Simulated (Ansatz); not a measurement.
## The stack of 1T-TaO2 under 2H-MoS2, upper layer turned by 180° between two gates

Aim: screening and gap of the neutral stack of 1T-TaO2 under 2H-MoS2, upper layer turned by 180° between oppositely charged gates.

Calculated with Ansatz 0.2.0; plane-wave DFT, PBE-D3(BJ), Ansatz PAW, in the first sound run; inputs show where later runs differ.

Report form: the programs' logs are mostly left out.

## 1. Starting point

The cell holds 6 atoms: 2 O, 1 Ta, 2 S and 1 Mo. Its edges and angles: a = 3.182 Å, b = 3.182 Å, c = 48.365 Å, α = 90.0°, β = 90.0°, γ = 120.0°. Regions: layer 1: 1T-TaO2, 3 atoms (2 O and 1 Ta); layer 2: 2H-MoS2, 3 atoms (2 S and 1 Mo). Vacuum lies along c.

## 2. Relaxing the slab

The starting cell is a guess, so the in-plane lattice and the atoms are relaxed first, with the slab cut off from its images along the normal.

input.yaml

```yaml
crystal:
  lattice:
    - [3.182245, 0.0, 0.0]
    - [-1.5911225, 2.7559050111, 0.0]
    - [0.0, 0.0, 48.3651673961]
  atoms:
    - { symbol: O, position: [0.6666666667, 0.3333333333, 0.4104193383] }
    - { symbol: Ta, position: [0.0, 0.0, 0.4357740491], spin: 1.0 }
    - { symbol: O, position: [0.3333333333, 0.6666666667, 0.4611287598] }
    - { symbol: S, position: [0.0, 0.0, 0.5221230695] }
    - { symbol: Mo, position: [0.3333333333, 0.6666666667, 0.5558518656] }
    - { symbol: S, position: [0.0, 0.0, 0.5895806617] }
  periodic: [true, true, false]
magnetization:
  spin_polarized: true
kpoints:
  mp_grid: { grid: [12, 12, 1] }
hamiltonian:
  xc: pbe
  dispersion: d3bj
scf:
  occupations: { method: fermi_dirac, width: 0.05 }
  convergence: { dr2_threshold: 1.0e-09 }
relax:
  f_tol: 0.004
  max_steps: 90
  cell: {}
output:
  write_potential: true
  write_density: true
  volumetric_format: npy
```

Command:

```bash
$ ansatz run input.yaml --threads 4 --pin off --max-ram 6144MiB --backend cpu --events-out ev --progress --plain --runs-dir out
```

Elapsed: 2.7 min, on 4 threads of Intel Xeon Platinum 8559C (Emerald Rapids), shared host; peak memory 1.3 GiB.

The steps of the relaxation:

| step | energy less that of the first step (eV) | largest force component (eV/Å) | volume (Å³) |
| --- | --- | --- | --- |
| 1 | 0.0000 | 2.7032 | 424.16 |
| 2 | -0.7402 | 0.3561 | 410.51 |
| 3 | -0.7861 | 0.2334 | 403.87 |
| 4 | -0.7910 | 0.1418 | 402.07 |
| 5 | -0.7918 | 0.0365 | 402.66 |
| 6 | -0.7922 | 0.0058 | 402.33 |
| 7 | -0.7922 | 0.0008 | 402.33 |
| 8* | -0.7859 | 0.0012 | 402.33 |
| 9 | -0.7861 | 0.0017 | 401.93 |
| 10* | -0.7859 | 0.0017 | 401.93 |

Relaxation steps marked * repeat the geometry before them on a plane-wave basis chosen anew for their cell, so energy and pressure can jump there.

The run keeps the 6 symmetry operations that it works with, so distortions that break them were not tested.

| cell as run | before | after | change |
| --- | --- | --- | --- |
| a (Å) | 3.182 | 3.098 | -2.7 % |
| b (Å) | 3.182 | 3.098 | -2.7 % |

The atoms that moved most (Å, along periodic axes as changes of fractional coordinates times the final cell, across vacuum about the mean position):

| atom | dx | dy | dz | length |
| --- | --- | --- | --- | --- |
| O1 | 0.000 | 0.000 | 0.303 | 0.303 |
| S6 | 0.000 | 0.000 | -0.206 | 0.206 |
| Ta2 | 0.000 | 0.000 | 0.162 | 0.162 |
| Mo5 | 0.000 | 0.000 | -0.161 | 0.161 |
| S4 | 0.000 | 0.000 | -0.113 | 0.113 |
| O3 | 0.000 | 0.000 | 0.014 | 0.014 |

Final coordinates:

```xyz
6
Lattice="3.0977 0.0000 0.0000 -1.5489 2.6827 0.0000 0.0000 0.0000 48.3652" Properties=species:S:1:pos:R:3
O     1.5489    0.8942   20.1533
Ta    0.0000    0.0000   21.2388
O     0.0000    1.7885   22.3170
S     0.0000    0.0000   25.1393
Mo    0.0000    1.7885   26.7226
S     0.0000    0.0000   28.3095
```

This step gave:

- energy at zero smearing: -17833.4124 eV
- total moment: 0.3276 μB
- site moments: 0.01818, 0.1315, 0.01841, 6.33e-4, 5.11e-4, 7.35e-5 μB

Site moment by atom:

| atom | site moment (μB) |
| --- | --- |
| O1 | 0.018 |
| Ta2 | 0.132 |
| O3 | 0.018 |
| S4 | 0.001 |
| Mo5 | 0.001 |
| S6 | 0.000 |

The lattice constant a goes from 3.182 to 3.098 Å.

## 3. Gated layer, displacement field 0

The slab is cut off from its images along the normal. Two sheets of opposite charge stand for the gates, so the stack stays neutral in a displacement field; barriers ahead of the sheets keep electrons from leaking to them. The uncharged case sets the zero.

The cell differs from the one that the last finished run ended in (c 48.365 → 46.856 Å).

input.yaml

```yaml
crystal:
  lattice:
    - [3.0977285234, 0.0, 0.0]
    - [-1.5488642617, 2.6827115953, 0.0]
    - [0.0, 0.0, 46.856214603]
  atoms:
    - { symbol: O, position: [0.6666666667, 0.3333333333, 0.412965498], spin: 0.02 }
    - { symbol: Ta, position: [0.0, 0.0, 0.4361318916], spin: 0.13 }
    - { symbol: O, position: [0.3333333333, 0.6666666667, 0.4591439818], spin: 0.02 }
    - { symbol: S, position: [0.0, 0.0, 0.519377719] }
    - { symbol: Mo, position: [0.3333333333, 0.6666666667, 0.5531663653] }
    - { symbol: S, position: [0.0, 0.0, 0.587034502] }
  periodic: [true, true, false]
  symmetry: { detect: true }
magnetization:
  spin_polarized: true
kpoints:
  mp_grid: { grid: [30, 30, 1] }
  band_path:
    path: [[0, 0, 0], [0.5, 0, 0], [0.33333333, 0.33333333, 0], [0, 0, 0]]
    npoints: 16
hamiltonian:
  xc: pbe
  dispersion: d3bj
scf:
  occupations: { method: fermi_dirac, width: 0.02585 }
  convergence: { dr2_threshold: 1.0e-10 }
output:
  forces: true
  eigenvalues: true
  dos: { projected: true, e_range: [-3, 3], de: 0.01 }
  write_potential: true
  write_density: true
  volumetric_format: npy
  elf: true
external_charges:
  - { charge: 0, barrier: 10, axis: 3, height: 31.006, sigma: 0.25 }
  - { charge: 0, barrier: 10, axis: 3, height: 15.85, sigma: 0.25 }
```

Elapsed: 96 s, on 4 threads; peak memory 2.1 GiB.

Numbers from this step:

* energy at zero smearing: -17833.4113 eV
* total moment: 0.3663 μB
* site moments: 0.01997, 0.1474, 0.02023, 7.00e-4, 5.85e-4, 8.01e-5 μB
* potential beyond the upper barrier and gate, less the barrier, from the Fermi level: 4.804 eV

Running mean over a fixed 2.8 Å (it still follows the layers) of the planar mean; beyond a gate it holds the 10 eV model barrier. Electron's electrostatic potential energy less the Fermi level against z:

z (Å), electron's electrostatic potential energy less the Fermi level (eV) and a bar from the least value:
```
        4       14.8 ##############################
        6       14.8 ##############################
        8       14.8 ##############################
       10       14.8 ##############################
       12       14.8 ##############################
       14       14.8 ##############################
       16        9.3 ########################
       18        2.5 ################
       20      -12.1 
       22       -3.9 #########
       24       -3.9 #########
       26      -12.1 
       28       -3.0 ##########
       30        6.0 ####################
       32       13.4 ############################
       34       14.8 ##############################
       36       14.8 ##############################
       38       14.8 ##############################
       40       14.8 ##############################
       42       14.8 ##############################
```

The density of states has structure finer than the step of the table below, so its rows give means over 0.1 eV, whole bins alone (the curve runs from -3 to 1.77 eV). Peaks (eV: height): total -2.82: 4.32, -1.84: 4.54, -0.14: 4.64, 0.19: 5.22, 1.09: 5.64, 1.53: 8.65, 1.59: 8.39; up -1.84: 2.25, -0.14: 3.82, 1.26: 3.32, 1.53: 4.50, 1.59: 5.91, 1.66: 4.55, 1.72: 4.62; down -2.82: 2.17, -1.84: 2.29, 0.19: 4.40, 0.62: 1.82, 1.09: 2.81, 1.53: 4.15, 1.69: 4.17.

The density of states by energy, zero at the Fermi level; means over each step; values in states/eV a cell:

| energy (eV) | total | up | down |
| --- | --- | --- | --- |
| -2.9 | 3.55 | 1.78 | 1.78 |
| -2.8 | 3.63 | 1.82 | 1.82 |
| -2.7 | 2.81 | 1.40 | 1.40 |
| -2.6 | 2.46 | 1.23 | 1.23 |
| -2.5 | 2.08 | 1.04 | 1.04 |
| -2.4 | 2.24 | 1.12 | 1.12 |
| -2.3 | 1.85 | 0.924 | 0.923 |
| -2.2 | 1.99 | 0.997 | 0.994 |
| -2.1 | 2.84 | 1.43 | 1.41 |
| -2.0 | 2.91 | 1.45 | 1.46 |
| -1.9 | 2.67 | 1.34 | 1.33 |
| -1.8 | 3.25 | 1.62 | 1.63 |
| -1.7 | 2.65 | 1.32 | 1.32 |
| -1.6 | 2.43 | 1.21 | 1.21 |
| -1.5 | 2.33 | 1.17 | 1.17 |
| -1.4 | 2.30 | 1.15 | 1.15 |
| -1.3 | 1.95 | 0.957 | 0.993 |
| -1.2 | 0.745 | 0.372 | 0.373 |
| -1.1 | 0.548 | 0.274 | 0.274 |
| -1.0 | 0.125 | 0.0620 | 0.0633 |
| -0.9 | 0 | 0 | 0 |
| -0.8 | 0 | 0 | 0 |
| -0.7 | 0 | 0 | 0 |
| -0.6 | 0.569 | 0.569 | 0 |
| -0.5 | 0.769 | 0.769 | 0 |
| -0.4 | 1.15 | 0.861 | 0.285 |
| -0.3 | 1.68 | 0.978 | 0.702 |
| -0.2 | 2.13 | 1.35 | 0.781 |
| -0.1 | 2.75 | 1.89 | 0.863 |
| 0.0 | 2.02 | 1.04 | 0.976 |
| 0.1 | 2.09 | 0.898 | 1.20 |
| 0.2 | 2.77 | 0.825 | 1.95 |
| 0.3 | 1.92 | 0.865 | 1.05 |
| 0.4 | 1.98 | 1.08 | 0.906 |
| 0.5 | 1.37 | 0.493 | 0.873 |
| 0.6 | 1.88 | 0.734 | 1.15 |
| 0.7 | 1.00 | 0.607 | 0.394 |
| 0.8 | 1.54 | 0.664 | 0.876 |
| 0.9 | 2.76 | 1.41 | 1.35 |
| 1.0 | 3.72 | 1.95 | 1.77 |
| 1.1 | 4.79 | 2.40 | 2.39 |
| 1.2 | 4.74 | 2.55 | 2.19 |
| 1.3 | 4.73 | 2.35 | 2.38 |
| 1.4 | 5.00 | 2.40 | 2.60 |
| 1.5 | 6.69 | 3.62 | 3.07 |
| 1.6 | 6.44 | 3.81 | 2.63 |
| 1.7 | 7.59 | 4.20 | 3.39 |

Projected DOS per atom over height of the atomic layer and energy from the Fermi level. Layers: O Ta O S Mo S from below.

Ten even steps from '_' (0.00 states/eV) to '@' (2.74 states/eV), each cell a mean:
```
..%%..::%%::
__++__::@@::
__==__..##::
__--__..++::
__--____..__
__==________
__++________
__**________
__**________
__==________
__::________
____________
____________
________..__
______..++..
______..++..
______::**::
______------
______::..::
______::..::
______--::--
______======
```
Columns: height of the atomic layer (Å) from 19.4 to 27.5 (not evenly spaced); rows upwards: energy from the Fermi level (eV) from -2.98 to 1.77.

Projected DOS per atom, spin up over height of the atomic layer and energy from the Fermi level. Layers: O Ta O S Mo S from below.

Ten even steps from '_' (0.00 states/eV) to '@' (1.45 states/eV), each cell a mean:
```
..@@..::%%::
__**__::@@::
__==__..##..
__--__..++..
__--____..__
__--________
__++________
__==________
__##________
__++________
__--________
____________
____________
________..__
______..==..
______..==..
______::**::
______--::--
______::..::
______::..::
______--::--
______==--==
```
Columns: height of the atomic layer (Å) from 19.4 to 27.5 (not evenly spaced); rows upwards: energy from the Fermi level (eV) from -2.98 to 1.77.

Projected DOS per atom, spin down over height of the atomic layer and energy from the Fermi level. Layers: O Ta O S Mo S from below.

Ten even steps from '0' (0.00 states/eV) to '9' (1.37 states/eV), each cell a mean:
```
060383
040292
040172
030152
030010
050000
050000
181000
040000
030000
000000
000000
000000
000010
000151
000151
000262
000333
000212
000212
000323
000444
```
Columns: height of the atomic layer (Å) from 19.4 to 27.5 (not evenly spaced); rows upwards: energy from the Fermi level (eV) from -2.98 to 1.77.

Deep bands are left out, so band numbers here count from the lowest band kept and differ from the log's. Electronic bands along the path, in eV, zero at the Fermi level; # counts the bands kept:

| point | up #13 | up #14 | up #15 | up #16 | down #13 | down #14 | down #15 | down #16 |
| --- | --- | --- | --- | --- | --- | --- | --- | --- |
| Γ | -1.27 | -0.14 | -0.14 | 1.43 | -1.27 | 0.19 | 0.19 | 1.64 |
| halfway | -1.91 | -0.33 | 1.09 | 1.09 | -1.90 | -0.05 | 1.10 | 1.39 |
| M | -1.74 | -0.64 | 1.54 | 1.82 | -1.73 | -0.40 | 1.54 | 1.97 |
| halfway | -1.30 | -0.08 | 1.37 | 1.50 | -1.30 | 0.14 | 1.39 | 1.72 |
| K | -1.01 | 0.47 | 0.98 | 1.26 | -1.01 | 0.68 | 0.98 | 1.51 |
| halfway | -1.85 | 0.24 | 0.53 | 0.85 | -1.85 | 0.49 | 0.79 | 0.86 |
| Γ | -1.27 | -0.14 | -0.14 | 1.43 | -1.27 | 0.19 | 0.19 | 1.64 |

Spin density in the ca plane at fractional y = 1.000, with atoms of Ta and S within 0.2 Å of it.

Ten even steps from '0' (-0.001 e/Å³) to '9' (0.052 e/Å³), each cell a mean:
```
00000000000000000000148658620000000000000000
00000000000000000000137888510000000000000000
00000000000000000000012333200000000000000000
00000000000000000000001111000000000000000000
00000000000000000000001221100000000000000000
00000000000000000000025655310000000000000000
00000000000000000000149879620000000000000000
00000000000000000000146445520000000000000000
```
Columns run along c (16.0 Å, from fractional 0.25 to 0.60 of the cell), rows up along a (3.1 Å). Atoms in or near the plane, at fractional coordinates: Ta at (0.44, 0.00), S at (0.52, 0.00), S at (0.59, 0.00).

Valence density in the ca plane at fractional y = 1.000, with atoms of Ta and S within 0.2 Å of it. It is the smooth field of the valence electrons, not physical close to the nuclei.

Ten steps, logarithmic in the rise over the least value, from '0' (0.0 e/Å³) to '9' (4.3 e/Å³), each cell a mean:
```
00001237999852112466666544676675310000000000
00001235788643212356666544566664210000000000
00001344555544211234555555555542100000000000
00002455444554311123344566443321000000000000
00002345444454311123444566444432100000000000
00001244676543211345665555556653200000000000
00001236899842112467676544567665310000000000
00000137999952112576466544665576310000000000
```
Columns run along c (16.0 Å, from fractional 0.37 to 0.71 of the cell), rows up along a (3.1 Å). Atoms in or near the plane, at fractional coordinates: Ta at (0.44, 0.00), S at (0.52, 0.00), S at (0.59, 0.00).

ELF in the ca plane at fractional y = 1.000, with atoms of Ta and S within 0.2 Å of it. It is the smooth field of the valence electrons, not physical close to the nuclei.

Ten even steps from '0' (0.00) to '9' (0.95), each cell a mean:
```
00000014745720005996257523673399974200000000
00000112566311002798887312588899752000000000
00002453111244200256763222256765310000000000
00013565312466410001221243112210000000000000
00013565211355300123432232134432100000000000
00001232243223101588885212478887531000000000
00000113777511003898677413686699863100000000
00000015613720005994037523651189985200000000
```
Columns run along c (16.0 Å, from fractional 0.37 to 0.71 of the cell), rows up along a (3.1 Å). Atoms in or near the plane, at fractional coordinates: Ta at (0.44, 0.00), S at (0.52, 0.00), S at (0.59, 0.00).

There is no gap.

## 4. Gated layer, displacement field 0.905 V/nm

Changes to input.yaml since step 3:

```diff
@@ -30,3 +30,2 @@
   eigenvalues: true
-  dos: { projected: true, e_range: [-3, 3], de: 0.01 }
   write_potential: true
@@ -34,5 +33,6 @@
   volumetric_format: npy
-  elf: true
 external_charges:
   - { charge: 0, barrier: 10, axis: 3, height: 31.006, sigma: 0.25 }
+  - { charge: -0.004155, axis: 3, height: 32.506, sigma: 0.5 }
   - { charge: 0, barrier: 10, axis: 3, height: 15.85, sigma: 0.25 }
+  - { charge: 0.004155, axis: 3, height: 14.35, sigma: 0.5 }
```

Run time: 97 s. Hardware: 4 threads; peak memory 2.1 GiB.

Numbers from this step:

| Item | Value |
| --- | --- |
| energy at zero smearing | -17833.4097 eV |
| site moments | 0.01988, 0.1474, 0.02033, 7.31e-4, 5.65e-4, 7.19e-5 μB |
| potential beyond the upper barrier and gate, less the barrier, from the Fermi level | 5.275 eV |

Deep bands are left out, so band numbers here count from the lowest band kept and differ from the log's. The electronic bands at the labelled points (eV, zero at the Fermi level; # counts the bands kept):

| point | up #13 | up #14 | up #15 | up #16 | down #13 | down #14 | down #15 | down #16 |
| --- | --- | --- | --- | --- | --- | --- | --- | --- |
| Γ | -1.17 | -0.14 | -0.14 | 1.43 | -1.17 | 0.19 | 0.19 | 1.64 |
| halfway | -1.80 | -0.33 | 1.09 | 1.20 | -1.80 | -0.05 | 1.21 | 1.40 |
| M | -1.63 | -0.64 | 1.64 | 1.82 | -1.63 | -0.40 | 1.65 | 2.04 |
| halfway | -1.20 | -0.08 | 1.45 | 1.53 | -1.20 | 0.14 | 1.49 | 1.72 |
| K | -0.91 | 0.47 | 1.09 | 1.26 | -0.91 | 0.68 | 1.09 | 1.51 |
| halfway | -1.75 | 0.25 | 0.53 | 0.96 | -1.75 | 0.50 | 0.79 | 0.97 |
| Γ | -1.17 | -0.14 | -0.14 | 1.43 | -1.17 | 0.19 | 0.19 | 1.64 |

Force by atom:

| atom | x (eV/Å) | y (eV/Å) | z (eV/Å) | size |
| --- | --- | --- | --- | --- |
| O1 | 0.0000 | 0.0000 | -0.0280 | 0.0280 |
| Ta2 | 0.0000 | 0.0000 | 0.0561 | 0.0561 |
| O3 | 0.0000 | 0.0000 | -0.0276 | 0.0276 |
| S4 | 0.0000 | 0.0000 | 0.0041 | 0.0041 |
| Mo5 | 0.0000 | 0.0000 | -0.0074 | 0.0074 |
| S6 | 0.0000 | 0.0000 | -0.0005 | 0.0005 |

There is no gap.

Of the bands kept, 3 cross the Fermi level on this path, both spins counted.

## 5. Gated layer, displacement field 1.81 V/nm

Changes to input.yaml since step 4:

```diff
@@ -35,4 +35,4 @@
   - { charge: 0, barrier: 10, axis: 3, height: 31.006, sigma: 0.25 }
-  - { charge: -0.004155, axis: 3, height: 32.506, sigma: 0.5 }
+  - { charge: -0.00831, axis: 3, height: 32.506, sigma: 0.5 }
   - { charge: 0, barrier: 10, axis: 3, height: 15.85, sigma: 0.25 }
-  - { charge: 0.004155, axis: 3, height: 14.35, sigma: 0.5 }
+  - { charge: 0.00831, axis: 3, height: 14.35, sigma: 0.5 }
```

Elapsed: 96 s, on 4 threads; peak memory 2.1 GiB.

There is no gap.

## 6. Gated layer, displacement field 2.71 V/nm

Changes to input.yaml since step 5:

```diff
@@ -35,4 +35,4 @@
   - { charge: 0, barrier: 10, axis: 3, height: 31.006, sigma: 0.25 }
-  - { charge: -0.00831, axis: 3, height: 32.506, sigma: 0.5 }
+  - { charge: -0.012465, axis: 3, height: 32.506, sigma: 0.5 }
   - { charge: 0, barrier: 10, axis: 3, height: 15.85, sigma: 0.25 }
-  - { charge: 0.00831, axis: 3, height: 14.35, sigma: 0.5 }
+  - { charge: 0.012465, axis: 3, height: 14.35, sigma: 0.5 }
```

It took 86 s on 4 threads; peak memory 2.1 GiB.

Deep bands are left out, so band numbers here count from the lowest band kept and differ from the log's. The electronic bands at the labelled points (eV, zero at the Fermi level; # counts the bands kept):

| point | up #13 | up #14 | up #15 | up #16 | down #13 | down #14 | down #15 | down #16 |
| --- | --- | --- | --- | --- | --- | --- | --- | --- |
| Γ | -0.96 | -0.14 | -0.14 | 1.43 | -0.95 | 0.19 | 0.19 | 1.64 |
| halfway | -1.58 | -0.33 | 1.09 | 1.41 | -1.58 | -0.05 | 1.40 | 1.42 |
| M | -1.42 | -0.64 | 1.82 | 1.86 | -1.41 | -0.40 | 1.86 | 2.05 |
| halfway | -0.98 | -0.08 | 1.48 | 1.70 | -0.98 | 0.14 | 1.67 | 1.75 |
| K | -0.69 | 0.47 | 1.25 | 1.26 | -0.69 | 0.69 | 1.30 | 1.51 |
| halfway | -1.53 | 0.25 | 0.52 | 1.17 | -1.53 | 0.50 | 0.78 | 1.17 |
| Γ | -0.96 | -0.14 | -0.14 | 1.43 | -0.95 | 0.19 | 0.19 | 1.64 |

There is no gap.

Of the bands kept, 3 cross the Fermi level on this path, both spins counted.

## 7. Gated layer, displacement field 3.62 V/nm

Changes to input.yaml since step 6:

```diff
@@ -30,2 +30,3 @@
   eigenvalues: true
+  dos: { projected: true, e_range: [-3, 3], de: 0.01 }
   write_potential: true
@@ -33,6 +34,7 @@
   volumetric_format: npy
+  elf: true
 external_charges:
   - { charge: 0, barrier: 10, axis: 3, height: 31.006, sigma: 0.25 }
-  - { charge: -0.012465, axis: 3, height: 32.506, sigma: 0.5 }
+  - { charge: -0.016621, axis: 3, height: 32.506, sigma: 0.5 }
   - { charge: 0, barrier: 10, axis: 3, height: 15.85, sigma: 0.25 }
-  - { charge: 0.012465, axis: 3, height: 14.35, sigma: 0.5 }
+  - { charge: 0.016621, axis: 3, height: 14.35, sigma: 0.5 }
```

Elapsed: 93 s, on 4 threads; peak memory 2.1 GiB.

There is no gap.

[end of part 1 of 2]

[Logs are printed without paths, hosts, clocks, repeated set-up lines and the standing remarks that a program may print on its own settings, such as how far it seeks lower states.]

[Hosts, paths, dates, database ids (printed as entryN), source tags and the programs' standing remarks are cut or masked in the printed files.]

[Maps of the electrostatic potential energy from Ansatz leave out the sawtooth potential of an applied field or a dipole correction, so their vacuum need not be flat; planar profiles and work functions include it.]
